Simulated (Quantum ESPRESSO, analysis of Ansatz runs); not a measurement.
## A hop of F in MgF2 (P4_2/mnm), charge 0 (Quantum ESPRESSO)

Aim: the barrier of one jump in MgF2 (P4_2/mnm) at charge 0: V_F hop (2.6 Å). The model is a cell of 72 host atoms with 1 F taken out; F is the atom that moves.

Calculated with Quantum ESPRESSO 7.5; Quantum ESPRESSO plane-wave DFT, PBEsol, GBRV 1.5 PBEsol potentials; nudged elastic band between two relaxed defect structures.

## Step 1: The starting structure

The cell holds 71 atoms: 24 Mg and 47 F. Its edges and angles: a = 9.195 Å, b = 9.195 Å, c = 9.131 Å, α = 90.0°, β = 90.0°, γ = 90.0°. It derives from MgF2 (space group P4_2/mnm). Nearest the centre at fractional (0.500, 0.500, 0.500): F47 at 1.29 Å, Mg61 at 1.50 Å, Mg67 at 1.50 Å, F64 at 2.46 Å, F70 at 2.47 Å, F9 at 2.51 Å, F15 at 2.51 Å, Mg42 at 3.24 Å.

The cell's shortest repeat is 9.1 Å.

## Step 2: Relaxation of the start point, charge 0

The ends come first: from an unrelaxed start the top is counted from too high an energy, and the barrier comes out too low. Small random displacements break the symmetry of the ideal sites, so that the defect can distort if it gains by it. The cell holds an odd number of electrons, so the run is spin-polarised with the moment held at 1 μB.

File pw.in:

```
&CONTROL
  calculation = 'relax'
  prefix = 'pwscf'
  outdir = './tmp'
  pseudo_dir = './pseudo'
  tprnfor = .true.
  disk_io = 'low'
  nstep = 70
  forc_conv_thr = 0.0012
  etot_conv_thr = 0.0001
/
&SYSTEM
  ibrav = 0
  nat = 71
  ntyp = 2
  ecutwfc = 36
  ecutrho = 288
  nbnd = 289
  occupations = 'fixed'
  nspin = 2
  starting_magnetization(1) = 0.05
  starting_magnetization(2) = 0.0714
  tot_magnetization = 1
  nosym = .true.
/
&ELECTRONS
  conv_thr = 7d-08
  electron_maxstep = 100
  mixing_beta = 0.3
/
&IONS
  ion_dynamics = 'bfgs'
/
ATOMIC_SPECIES
Mg    24.3050 mg_pbesol_v1.4.uspp.F.UPF
F     18.9984 f_pbesol_v1.4.uspp.F.UPF
CELL_PARAMETERS angstrom
   9.1949209707    0.0000000000    0.0000000000
   0.0000000000    9.1949209707    0.0000000000
   0.0000000000    0.0000000000    9.1306547926
ATOMIC_POSITIONS crystal
Mg     0.2500000000    0.2500000000    0.1666666667
Mg     0.0000000000    0.0000000000    0.0000000000
F      0.3485439529    0.3485439529    0.0000000000
F      0.4014560471    0.0985439529    0.1666666667
F      0.1514560471    0.1514560471    0.0000000000
F      0.0985439529    0.4014560471    0.1666666667
Mg     0.2478932736    0.2485710758    0.4979448271
Mg     0.0000000000    0.0000000000    0.3333333333
F      0.3487462135    0.3483027503    0.3300630260
F      0.3982755626    0.0982575996    0.5006736937
F      0.1514560471    0.1514560471    0.3333333333
F      0.0968516922    0.4036756742    0.4982985727
Mg     0.2500000000    0.2500000000    0.8333333333
Mg     0.0000000000    0.0000000000    0.6666666667
F      0.3463611479    0.3486796196    0.6691048601
F      0.4014560471    0.0985439529    0.8333333333
F      0.1514560471    0.1514560471    0.6666666667
F      0.0985439529    0.4014560471    0.8333333333
Mg     0.2500000000    0.7500000000    0.1666666667
Mg     0.0000000000    0.5000000000    0.0000000000
F      0.3485439529    0.8485439529    0.0000000000
F      0.3985556539    0.5971286816    0.1661839735
F      0.1514560471    0.6514560471    0.0000000000
F      0.0985439529    0.9014560471    0.1666666667
Mg     0.2488749135    0.7497636802    0.5030749082
Mg     0.0000000000    0.5000000000    0.3333333333
F      0.3480344528    0.8516464817    0.3324555645
F      0.1493951074    0.6538489076    0.3325079508
F      0.0985439529    0.9014560471    0.5000000000
Mg     0.2500000000    0.7500000000    0.8333333333
Mg     0.0000000000    0.5000000000    0.6666666667
F      0.3513973142    0.8485293093    0.6682599325
F      0.3995000754    0.5990692453    0.8307573487
F      0.1484995922    0.6510137735    0.6653502593
F      0.0985439529    0.9014560471    0.8333333333
Mg     0.7500000000    0.2500000000    0.1666666667
Mg     0.5000000000    0.0000000000    0.0000000000
F      0.8485439529    0.3485439529    0.0000000000
F      0.9014560471    0.0985439529    0.1666666667
F      0.6514560471    0.1514560471    0.0000000000
F      0.5990220979    0.3982916942    0.1660271626
Mg     0.7471958120    0.2484118708    0.5005128942
Mg     0.5000000000    0.0000000000    0.3333333333
F      0.8503378168    0.3465396851    0.3351929448
F      0.9014560471    0.0985439529    0.5000000000
F      0.6546581602    0.1513098907    0.3327206677
F      0.5981909583    0.3993028598    0.5024428105
Mg     0.7500000000    0.2500000000    0.8333333333
Mg     0.5000000000    0.0000000000    0.6666666667
F      0.8480300254    0.3517655867    0.6667114209
F      0.9014560471    0.0985439529    0.8333333333
F      0.6515100952    0.1489077127    0.6646156451
F      0.5965878869    0.4003112097    0.8356968022
Mg     0.7500000000    0.7500000000    0.1666666667
Mg     0.5000000000    0.5000000000    0.0000000000
F      0.8485439529    0.8485439529    0.0000000000
F      0.9014560471    0.5985439529    0.1666666667
F      0.6514560471    0.6514560471    0.0000000000
F      0.5985439529    0.9014560471    0.1666666667
Mg     0.7471765056    0.7516240391    0.4998105349
Mg     0.4984385144    0.4982020121    0.3355792828
F      0.8485439529    0.8485439529    0.3333333333
F      0.9041746376    0.6001164286    0.5008903077
F      0.6504165688    0.6489070772    0.3350970192
F      0.6013671329    0.9010450105    0.5015940896
Mg     0.7500000000    0.7500000000    0.8333333333
Mg     0.4992619496    0.5024540893    0.6646331101
F      0.8485439529    0.8485439529    0.6666666667
F      0.9014560471    0.5985439529    0.8333333333
F      0.6488728807    0.6527056449    0.6651030704
F      0.5985439529    0.9014560471    0.8333333333
K_POINTS gamma
```

Started as:

```
$ OMP_NUM_THREADS=1 mpirun -n 4 pw.x -in pw.in > pw.out
```

The log of the run:

```text
[shortened: banners, details of potentials and solvers, and blank lines are left out]
     gamma-point specific algorithms are used
     Message from routine setup:
     the system is metallic, specify occupations
     one sub-group per band group will be used
     scalapack distributed-memory algorithm (size of sub-group:  2*  2 procs)
     bravais-lattice index     =            0
     lattice parameter (alat)  =      17.3759  a.u.
     unit-cell volume          =    5209.4818 (a.u.)^3
     number of atoms/cell      =           71
     number of atomic types    =            2
     number of electrons       =       569.00 (up: 285.00, down: 284.00)
     number of Kohn-Sham states=          289
     kinetic-energy cutoff     =      36.0000  Ry
     charge density cutoff     =     288.0000  Ry
     scf convergence threshold =      7.0E-08
     mixing beta               =       0.3000
     number of iterations used =            8  plain     mixing
     energy convergence thresh.=      1.0E-04
     force convergence thresh. =      1.2E-03
     Exchange-correlation= SLA  PW   PSX  PSC
                           (   1   4  10   8   0   0   0)
     nstep                     =           70
     crystal axes: (cart. coord. in units of alat)
               a(1) = (   1.000000   0.000000   0.000000 )
               a(2) = (   0.000000   1.000000   0.000000 )
               a(3) = (   0.000000   0.000000   0.993011 )
     PseudoPot. # 1 for Mg read from file:
     mg_pbesol_v1.4.uspp.F.UPF
     Pseudo is Ultrasoft, Zval = 10.0
[...]
PseudoPot. # 2 for F  read from file:
     f_pbesol_v1.4.uspp.F.UPF
     Pseudo is Ultrasoft, Zval =  7.0
     atomic species   valence    mass     pseudopotential
     Mg               10.00    24.30500     Mg( 1.00)
     F                 7.00    18.99840     F ( 1.00)
     Starting magnetic structure
     atomic species   magnetization
     Mg              0.050
     F               0.071
     No symmetry found
     site n.     atom                  positions (alat units)
         1        Mg     tau(   1) = (   0.2500000   0.2500000   0.1655018  )
         2        Mg     tau(   2) = (   0.0000000   0.0000000   0.0000000  )
         3        F      tau(   3) = (   0.3485440   0.3485440   0.0000000  )
         4        F      tau(   4) = (   0.4014560   0.0985440   0.1655018  )
         5        F      tau(   5) = (   0.1514560   0.1514560   0.0000000  )
         6        F      tau(   6) = (   0.0985440   0.4014560   0.1655018  )
         7        Mg     tau(   7) = (   0.2478933   0.2485711   0.4944645  )
         8        Mg     tau(   8) = (   0.0000000   0.0000000   0.3310036  )
[...]
number of k points=     1
                       cart. coord. in units 2pi/alat
        k(    1) = (   0.0000000   0.0000000   0.0000000), wk =   1.0000000
     Dense  grid:   214989 G-vectors     FFT dimensions: (  96,  96,  96)
     Smooth grid:    75957 G-vectors     FFT dimensions: (  72,  72,  72)
     Generating pointlists ...
     new r_m :   0.0861 (alat units)  1.4965 (a.u.) for type    1
     new r_m :   0.0861 (alat units)  1.4965 (a.u.) for type    2
     starting charge     561.7945, renormalised to     569.0000
     Self-consistent Calculation
     iteration #  1     ecut=    36.00 Ry     beta= 0.30
     total energy              =   -5293.02818890 Ry
     estimated scf accuracy    <       5.19468668 Ry
     total magnetization       =     1.00 Bohr mag/cell
     absolute magnetization    =     4.03 Bohr mag/cell
     iteration #  2     ecut=    36.00 Ry     beta= 0.30
     total energy              =   -5293.45860364 Ry
     estimated scf accuracy    <       0.94652574 Ry
     total magnetization       =     1.00 Bohr mag/cell
[...]
iteration #  9     ecut=    36.00 Ry     beta= 0.30
     total energy              =   -5293.60831819 Ry
     estimated scf accuracy    <       0.00000469 Ry
     total magnetization       =     1.00 Bohr mag/cell
     absolute magnetization    =     1.01 Bohr mag/cell
     iteration # 10     ecut=    36.00 Ry     beta= 0.30
     Magnetic moment per site  (integrated on atomic sphere of radius R)
     atom   1 (R=0.086)  charge=  8.0177  magn=  0.0005
     atom   2 (R=0.086)  charge=  8.0159  magn=  0.0001
     atom   3 (R=0.086)  charge=  6.4022  magn=  0.0002
     atom   4 (R=0.086)  charge=  6.4019  magn=  0.0002
     atom   5 (R=0.086)  charge=  6.4019  magn=  0.0001
     atom   6 (R=0.086)  charge=  6.4020  magn=  0.0002
     atom   7 (R=0.086)  charge=  8.0138  magn=  0.0003
     atom   8 (R=0.086)  charge=  8.0157  magn=  0.0002
[...]
End of self-consistent calculation
 ------ SPIN UP ------------
          k = 0.0000 0.0000 0.0000 (  9503 PWs)   bands (ev):
   -68.5170 -68.4804 -68.4321 -68.2976 -68.2650 -68.2382 -68.2305 -68.2284
   -68.2166 -68.2091 -68.1857 -68.1840 -68.1749 -68.1747 -68.1727 -68.1670
   -68.1640 -68.1588 -68.1447 -68.1397 -68.1118 -68.1016 -68.0872 -68.0682
   -35.5004 -35.4942 -35.4894 -35.4788 -35.4591 -35.4431 -35.4301 -35.4090
   -35.3938 -35.2893 -35.2838 -35.2697 -35.2556 -35.2525 -35.2371 -35.2345
   -35.2250 -35.2241 -35.2223 -35.2162 -35.2148 -35.2108 -35.2072 -35.2043
   -35.2036 -35.2031 -35.2020 -35.1958 -35.1875 -35.1867 -35.1766 -35.1751
   -35.1747 -35.1709 -35.1700 -35.1690 -35.1668 -35.1619 -35.1602 -35.1600
[...]
11.3852
 ------ SPIN DOWN ----------
          k = 0.0000 0.0000 0.0000 (  9503 PWs)   bands (ev):
   -68.4961 -68.4575 -68.4092 -68.2974 -68.2647 -68.2377 -68.2304 -68.2281
   -68.2161 -68.2089 -68.1851 -68.1831 -68.1748 -68.1746 -68.1727 -68.1668
   -68.1640 -68.1583 -68.1447 -68.1394 -68.1118 -68.1011 -68.0870 -68.0680
   -35.4770 -35.4712 -35.4644 -35.4431 -35.4355 -35.4235 -35.3928 -35.3878
   -35.3742 -35.2890 -35.2835 -35.2694 -35.2553 -35.2521 -35.2368 -35.2339
   -35.2244 -35.2240 -35.2219 -35.2161 -35.2144 -35.2103 -35.2066 -35.2040
   -35.2033 -35.2028 -35.2017 -35.1955 -35.1871 -35.1863 -35.1764 -35.1743
   -35.1740 -35.1699 -35.1698 -35.1682 -35.1663 -35.1617 -35.1600 -35.1594
[...]
11.6420
     highest occupied, lowest unoccupied level (ev):     7.0475    8.4296
!    total energy              =   -5293.60831979 Ry
     estimated scf accuracy    <       0.00000006 Ry
     The total energy is the sum of the following terms:
     one-electron contribution =   -3373.64992626 Ry
     hartree contribution      =    1872.08879321 Ry
     xc contribution           =    -838.30111092 Ry
     ewald contribution        =   -2953.74607582 Ry
[...]
k = 0.0000 0.0000 0.0000 (  9503 PWs)   bands (ev):
   -68.3660 -68.3325 -68.3272 -68.2363 -68.2011 -68.1930 -68.1915 -68.1908
   -68.1903 -68.1899 -68.1886 -68.1882 -68.1873 -68.1873 -68.1870 -68.1868
   -68.1857 -68.1856 -68.1847 -68.1829 -68.1828 -68.1816 -68.1780 -68.1675
   -35.3499 -35.3444 -35.3350 -35.3239 -35.3145 -35.3105 -35.3051 -35.2999
   -35.2945 -35.2297 -35.2225 -35.2115 -35.2007 -35.1928 -35.1925 -35.1919
   -35.1917 -35.1913 -35.1902 -35.1901 -35.1890 -35.1889 -35.1872 -35.1866
   -35.1843 -35.1832 -35.1827 -35.1823 -35.1808 -35.1802 -35.1798 -35.1782
   -35.1747 -35.1738 -35.1735 -35.1733 -35.1732 -35.1717 -35.1715 -35.1710
[...]
highest occupied, lowest unoccupied level (ev):     7.2731    8.5607
!    total energy              =   -5293.61741932 Ry
     estimated scf accuracy    <          5.4E-11 Ry
[...]
total magnetization       =     1.00 Bohr mag/cell
     absolute magnetization    =     1.02 Bohr mag/cell
     convergence has been achieved in   7 iterations
     Forces acting on atoms (cartesian axes, Ry/au):
     atom    1 type  1   force =     0.00033129    0.00007527   -0.00036880
     atom    2 type  1   force =     0.00040473   -0.00031206    0.00022440
     atom    3 type  2   force =     0.00023376   -0.00001717    0.00032949
     atom    4 type  2   force =    -0.00043643    0.00008481    0.00018936
     atom    5 type  2   force =    -0.00019143    0.00003004    0.00037563
     atom    6 type  2   force =    -0.00021774   -0.00019564   -0.00015505
     atom    7 type  1   force =     0.00007367    0.00070643    0.00034464
     atom    8 type  1   force =    -0.00000888    0.00013379    0.00033676
[...]
Total force =     0.004833     Total SCF correction =     0.000037
[...]
number of scf cycles    =  10
     number of bfgs steps    =   9
     energy             old  =   -5293.6173517322 Ry
     energy             new  =   -5293.6174193233 Ry
     CASE: energy            _new < energy            _old
     new trust radius        =       0.0046278979 bohr
[...]
ATOMIC_POSITIONS (crystal)
Mg               0.2492802185        0.2496889608        0.1663958075
Mg              -0.0002454460       -0.0002177111       -0.0000424262
F                0.3480562400        0.3479721988       -0.0000731140
F                0.4013427647        0.0986808250        0.1667512590
F                0.1510841819        0.1512229403       -0.0002429263
F                0.0982463275        0.4015125100        0.1666850438
Mg               0.2493057331        0.2498804182        0.4999183879
Mg              -0.0002220355       -0.0002937151        0.3333650207
[...]
Self-consistent Calculation
     iteration #  1     ecut=    36.00 Ry     beta= 0.30
     total energy              =   -5293.61745876 Ry
     estimated scf accuracy    <       0.00001360 Ry
     total magnetization       =     1.00 Bohr mag/cell
     absolute magnetization    =     1.02 Bohr mag/cell
     iteration #  2     ecut=    36.00 Ry     beta= 0.30
     total energy              =   -5293.61745698 Ry
     estimated scf accuracy    <       0.00000451 Ry
     total magnetization       =     1.00 Bohr mag/cell
[...]
iteration #  5     ecut=    36.00 Ry     beta= 0.30
     total energy              =   -5293.61745765 Ry
     estimated scf accuracy    <          3.1E-09 Ry
     total magnetization       =     1.00 Bohr mag/cell
     absolute magnetization    =     1.02 Bohr mag/cell
     iteration #  6     ecut=    36.00 Ry     beta= 0.30
     Magnetic moment per site  (integrated on atomic sphere of radius R)
     atom   1 (R=0.086)  charge=  8.0160  magn=  0.0005
     atom   2 (R=0.086)  charge=  8.0160  magn=  0.0001
     atom   3 (R=0.086)  charge=  6.4022  magn=  0.0002
     atom   4 (R=0.086)  charge=  6.4016  magn=  0.0002
     atom   5 (R=0.086)  charge=  6.4025  magn=  0.0001
     atom   6 (R=0.086)  charge=  6.4018  magn=  0.0002
     atom   7 (R=0.086)  charge=  8.0157  magn=  0.0004
     atom   8 (R=0.086)  charge=  8.0157  magn=  0.0002
[...]
End of self-consistent calculation
 ------ SPIN UP ------------
          k = 0.0000 0.0000 0.0000 (  9503 PWs)   bands (ev):
   -68.3861 -68.3518 -68.3450 -68.2365 -68.2004 -68.1945 -68.1941 -68.1937
   -68.1910 -68.1908 -68.1892 -68.1891 -68.1886 -68.1883 -68.1878 -68.1871
   -68.1870 -68.1865 -68.1859 -68.1855 -68.1833 -68.1828 -68.1782 -68.1671
   -35.3699 -35.3666 -35.3620 -35.3545 -35.3447 -35.3332 -35.3203 -35.3160
   -35.3093 -35.2301 -35.2228 -35.2124 -35.2009 -35.1948 -35.1943 -35.1934
   -35.1927 -35.1920 -35.1917 -35.1903 -35.1901 -35.1897 -35.1886 -35.1879
   -35.1852 -35.1843 -35.1840 -35.1834 -35.1826 -35.1813 -35.1805 -35.1781
   -35.1761 -35.1752 -35.1747 -35.1742 -35.1738 -35.1737 -35.1730 -35.1721
[...]
11.4094
 ------ SPIN DOWN ----------
          k = 0.0000 0.0000 0.0000 (  9503 PWs)   bands (ev):
   -68.3649 -68.3305 -68.3239 -68.2354 -68.1999 -68.1940 -68.1939 -68.1933
   -68.1907 -68.1904 -68.1890 -68.1885 -68.1884 -68.1881 -68.1873 -68.1865
   -68.1864 -68.1861 -68.1854 -68.1848 -68.1829 -68.1826 -68.1780 -68.1662
   -35.3488 -35.3433 -35.3339 -35.3214 -35.3124 -35.3075 -35.3022 -35.2978
   -35.2913 -35.2291 -35.2217 -35.2107 -35.2004 -35.1945 -35.1939 -35.1932
   -35.1921 -35.1916 -35.1910 -35.1896 -35.1895 -35.1890 -35.1882 -35.1874
   -35.1847 -35.1840 -35.1836 -35.1827 -35.1822 -35.1806 -35.1798 -35.1776
   -35.1757 -35.1749 -35.1742 -35.1737 -35.1734 -35.1731 -35.1723 -35.1716
[...]
11.6569
     highest occupied, lowest unoccupied level (ev):     7.2736    8.5614
!    total energy              =   -5293.61745765 Ry
     estimated scf accuracy    <          4.4E-10 Ry
     The total energy is the sum of the following terms:
     one-electron contribution =   -3374.84046263 Ry
     hartree contribution      =    1872.62482175 Ry
     xc contribution           =    -838.31051114 Ry
     ewald contribution        =   -2953.09130563 Ry
     total magnetization       =     1.00 Bohr mag/cell
     absolute magnetization    =     1.02 Bohr mag/cell
     convergence has been achieved in   6 iterations
     Forces acting on atoms (cartesian axes, Ry/au):
     atom    1 type  1   force =     0.00027692   -0.00004257    0.00021259
     atom    2 type  1   force =     0.00035180   -0.00035918   -0.00009001
     atom    3 type  2   force =     0.00029993    0.00008365    0.00010166
     atom    4 type  2   force =    -0.00023949   -0.00012062    0.00005456
     atom    5 type  2   force =    -0.00017230    0.00000169    0.00025162
     atom    6 type  2   force =    -0.00038527   -0.00010896   -0.00015141
     atom    7 type  1   force =     0.00081789    0.00053505    0.00012090
     atom    8 type  1   force =     0.00008819    0.00015549    0.00038894
[...]
Total force =     0.004045     Total SCF correction =     0.000088
     Energy error            =      3.8E-05 Ry
     Gradient error          =      1.1E-03 Ry/Bohr
     bfgs converged in  11 scf cycles and  10 bfgs steps
     (criteria: energy <  1.0E-04 Ry, force <  1.2E-03 Ry/Bohr)
     End of BFGS Geometry Optimization
     Final energy             =   -5293.6174576527 Ry
Begin final coordinates
ATOMIC_POSITIONS (crystal)
Mg               0.2492802185        0.2496889608        0.1663958075
Mg              -0.0002454460       -0.0002177111       -0.0000424262
F                0.3480562400        0.3479721988       -0.0000731140
F                0.4013427647        0.0986808250        0.1667512590
F                0.1510841819        0.1512229403       -0.0002429263
F                0.0982463275        0.4015125100        0.1666850438
Mg               0.2493057331        0.2498804182        0.4999183879
Mg              -0.0002220355       -0.0002937151        0.3333650207
[...]
End final coordinates
   JOB DONE.
```

Elapsed: 8.8 min, on 4 MPI ranks of Arm Neoverse V1, shared host; peak memory 1.5 GiB; 35 min of CPU time.

The steps of the relaxation:

```tsv
step	energy less that of the first step (eV)
0	0.0000
1	-0.0578
2	-0.0961
3	-0.1117
4	-0.1149
5	-0.1179
6	-0.1208
7	-0.1219
8	-0.1229
9	-0.1238
10	-0.1243
```

The atoms that moved most (Å):

```tsv
atom	dx	dy	dz	length
F47	-0.025	0.034	-0.024	0.048
F33	0.013	-0.008	0.043	0.045
Mg67	0.002	-0.023	0.036	0.042
Mg61	0.012	0.014	-0.038	0.042
F27	0.010	-0.035	0.011	0.038
F44	-0.024	0.023	-0.016	0.037
F63	-0.030	-0.013	-0.008	0.034
F28	0.021	-0.023	0.011	0.033
```

Neighbours of F47 at the end:

```tsv
atom	distance (Å)
Mg61	1.982
Mg67	1.987
Mg42	1.993
F9	2.781
F15	2.785
F64	2.790
F70	2.794
F46	2.811
F52	2.815
F50	2.815
F44	2.817
```

Read from the output:

```
total moment                                                                                      : 1.0000 μB
integral of the absolute spin density                                                             : 1.016 μB
highest filled level                                                                              : 7.274 eV
lowest empty level                                                                                : 8.561 eV
r.m.s. move of the farther half of the atoms                                                      : 0.002921 Å
largest move from the ideal geometry of this structure, a common shift of the far atoms taken out : 0.03089 Å
```

The relaxation gained 0.124 eV and ended with a largest force component of 0.027 eV/Å.

(Part 1 of 3 ends here.)

[Logs are printed without paths, hosts, clocks, repeated set-up lines and the standing remarks that a program may print on its own settings, such as how far it seeks lower states.]

[Hosts, paths, dates, database ids (printed as entryN), source tags and the programs' standing remarks are cut or masked in the printed files.]
